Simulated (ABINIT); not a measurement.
Here is an ABINIT 10.8.3 (patched build) calculation.

run.abi

```
# Datasets: ground state, then fixed potential
ndtset 2

# Pseudopotentials
pp_dirpath "./"
pseudos "Au.upf"

# Structure
acell 2.9196899571 2.9196899571 4.89316961 Angstrom
rprim
     0.4833766550    -0.8754124796     0.0000000000
     0.4833766550     0.8754124796     0.0000000000
     0.0000000000     0.0000000000     1.0000000000
ntypat 1
znucl 79
natom 2
typat 1 1
xred
     0.3346720300     0.6653279700     0.2500000000
     0.6653279700     0.3346720300     0.7500000000
chkprim 0
chksymtnons 0
tolsym 1.0e-6

# Plane-wave basis
ecut 38.0

# Exchange and correlation
ixc -116133

# Bands and occupations
occopt 3
tsmear 0.05 eV

# SCF cycle
nstep 100

# Output
iomode 3
prtwf 0
prteig 0
prtebands 0
prtden1 1

# Dataset 1
kptopt1 1
ngkpt1 11 11 6
nshiftk1 1
shiftk1 0.0 0.0 0.0
nband1 23
tolvrs1 1.0e-10

# Dataset 2: bands along G-X-S-R-A-Z-G-Y-X1-A1-T-Y
iscf2 -2
getden2 1
nband2 29
nbdbuf2 4
tolwfr2 1.0e-11
kptopt2 -11
ndivsm2 8
prteig2 1
kptbounds2
     0.0000000000     0.0000000000     0.0000000000
     0.3262229733     0.3262229733     0.0000000000
     0.0000000000     0.5000000000     0.0000000000
     0.0000000000     0.5000000000     0.5000000000
     0.3262229733     0.3262229733     0.5000000000
     0.0000000000     0.0000000000     0.5000000000
     0.0000000000     0.0000000000     0.0000000000
    -0.5000000000     0.5000000000     0.0000000000
    -0.3262229733     0.6737770267     0.0000000000
    -0.3262229733     0.6737770267     0.5000000000
    -0.5000000000     0.5000000000     0.5000000000
    -0.5000000000     0.5000000000     0.0000000000
```

Potentials or basis: PseudoDojo NC SR PBEsol v0.4.1 standard.

Run with:

```sh
$ abinit run.abi > log 2>&1
```

Problem. Estimate the band gap on the k mesh.

Solution. None (metal or under the smearing width).

Problem. Estimate the largest force.

Solution. 0.020 eV/Å.

Problem. What does it give for the pressure?

Solution. -5.6 GPa.

Stress tensor (GPa, compression positive):
```
-3.06  0.00  0.00
 0.00 -7.11  0.00
 0.00  0.00 -6.70
```

Caveat: spin-orbit coupling is left out, which moves the levels of the heavy elements.
